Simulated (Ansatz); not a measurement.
**An elastic constant from a strain scan in MoS₂**

Method: DFT r2SCAN, scalar-relativistic, plane waves, PAW in Ansatz. The runs took a 500 eV cutoff, a Γ-centred 12×12×1 mesh and Gaussian smearing (0.05 eV). No spin polarisation. Energies are free energies at this smearing, counted from the undisturbed cell; pressure is positive in compression.

The undisturbed cell (relaxed at this level; this form isn't the usual structure):

```
Mo S
1.0
     3.18427    0.00000    0.00000
    -1.59214    2.75766    0.00000
     0.00000    0.00000   28.41881
Mo S
3 6
Direct
  0.66667 0.33333 0.00000
  0.33333 0.66667 0.77144
  0.33333 0.66667 0.22856
  0.33333 0.66667 0.05464
  0.66667 0.33333 0.82608
  0.66667 0.33333 0.28318
  0.33333 0.66667 0.94536
  0.66667 0.33333 0.71682
  0.66667 0.33333 0.17392
```

The cell holds layers and no dispersion correction was added, so their binding is poorly described.

The cell is strained by ε times the Voigt pattern (0, 0, 0, 1, 0, 0) (xx, yy, zz, yz, xz, xy; engineering shear) with fractional coordinates fixed. The cell holds 9 atoms in V0 = 249.55 Å³. The stress column is τ = (1/V0) dE/dε, got from the stress tensor σ (compression positive) at each point as −det(1 + εP) σ : P(1 + εP)⁻¹, with P the pattern as a tensor.

```csv
ε,ΔE (meV/atom),τ (GPa)
-0.0525,21.321,-4.701
-0.0450,15.656,-4.026
-0.0375,10.868,-3.352
-0.0300,6.954,-2.680
-0.0225,3.911,-2.009
-0.0150,1.738,-1.339
-0.0075,0.435,-0.669
0.0000,0.000,0.000
0.0075,0.435,0.669
0.0150,1.738,1.339
0.0225,3.911,2.009
0.0300,6.954,2.680
0.0375,10.868,3.352
0.0450,15.656,4.026
0.0525,21.321,4.701
0.0600,?,?
```

Problem. Which combination of elastic constants does this scan measure, and how large is it?

Solution. For small ε, τ = τ0 + Kε with K = pᵀCp, which for this pattern is C44 in the Cartesian frame shown. The parabola through τ at ε = -0.0075, 0 and 0.0075 has slope K = 89 GPa at zero. The energies per cell, E = NΔE, of the same two points give K = 2[E(ε₊)/ε₊ − E(ε₋)/ε₋]/[(ε₊ − ε₋)V0] = 89 GPa, in agreement. These are clamped-ion values.

Problem. Predict the withheld row at ε = 0.0600 from the harmonic law, and compare.

Solution. ΔE = V0(τ0 ε + Kε²/2)/N = 27.798 meV/atom and τ = 5.35 GPa. The calculation gives 27.862 meV/atom and 5.38 GPa, a miss of 0.2 % of the harmonic energy, so the harmonic law still holds here.

Forces appear on the atoms along this scan, and letting them relax would lower the energy and soften the response.

Cost: 9 runs of about 11 core-minutes in all, on Oxide Virtual Turin-like Processor (Zen 5) (shared hosts).